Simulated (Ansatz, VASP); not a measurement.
**One calculation of CdS, two programs**

The input INCAR:

```
PREC = Accurate ; ENCUT = 520
EDIFF = 1E-8 ; ISMEAR = -1
SIGMA = 0.01 ; LREAL = False
LASPH = True ; NELM = 80
ALGO = Normal ; ISIF = 2
LWAVE = False ; LCHARG = False
GGA = PS ; LEFG = True
NBANDS = 26
```

KPOINTS

```
regular mesh
0
Gamma
  7 7 4
```

The input POSCAR:

```
CdS
1.0
    4.2588431795      0.0000000000      0.0000000000
   -2.1294215898      3.6882663842      0.0000000000
    0.0000000000      0.0000000000      6.7490000000
Cd S
2 2
Direct
    0.3333333333      0.6666666667      0.0000000000
    0.6666666667      0.3333333333      0.5000000000
    0.3333333333      0.6666666667      0.3850000000
    0.6666666667      0.3333333333      0.8850000000
```

Input for Ansatz:

```yaml
crystal:
  lattice:
    - [4.2588431795, 0.0, 0.0]
    - [-2.1294215898, 3.6882663842, 0.0]
    - [0.0, 0.0, 6.749]
  atoms:
    - { symbol: Cd, position: [0.3333333333, 0.6666666667, 0.0] }
    - { symbol: Cd, position: [0.6666666667, 0.3333333333, 0.5] }
    - { symbol: S, position: [0.3333333333, 0.6666666667, 0.385] }
    - { symbol: S, position: [0.6666666667, 0.3333333333, 0.885] }
kpoints:
  mp_grid: { grid: [7, 7, 4] }
scf:
  occupations: { method: fermi_dirac, width: 0.01 }
hamiltonian:
  xc: pbesol
  pseudopotentials: { kind: paw }
output:
  forces: true
  stress: true
  eigenvalues: true
  efg: { contact_densities: true }
```

Change from the starting cell: equal xx and yy strain of +3 %, PAW files.

Alike in both runs: task electric field gradients; functional PBEsol; k mesh 7 × 7 × 4; occupations fermi-dirac, width 0.01 eV; no spin polarisation.

|  | VASP | Ansatz |
| --- | --- | --- |
| version | VASP 6.6.1 | Ansatz 0.2.0 |
| potentials or method | VASP PAW PBE potentials, release 64 (Cd, S) | PAW with Ansatz's default frozen-core files, scalar-relativistic |
| plane-wave cutoff (eV) | 520 | 420 |
| valence electrons in the cell | 36 | 52 |

|  | VASP | Ansatz | Ansatz less VASP |
| --- | --- | --- | --- |
| gap on the k mesh at the Fermi level (eV) | 0.93 | 0.93 | 0.000 |
| pressure (GPa) | -3.4 | -3.7 | -0.30 |
| largest component of the traceless stress (GPa) | 0.54 | 0.55 | +0.008 |
| rms of the force components (eV/Å) | 0.043 | 0.043 | -0.0001 |
| Vzz of the field gradient on the site that differs most (V/Å²) | 11.4 | 10.3 | -1.11 |

Atom by atom the forces differ by 0.000 eV/Å (rms over components). The two sets of potentials don't hold the same shells in valence. Ansatz warned: «gradients_without_spin_orbit».

Caveats: the PAW data sets were made with another functional, which shifts forces and pressure a little (VASP).
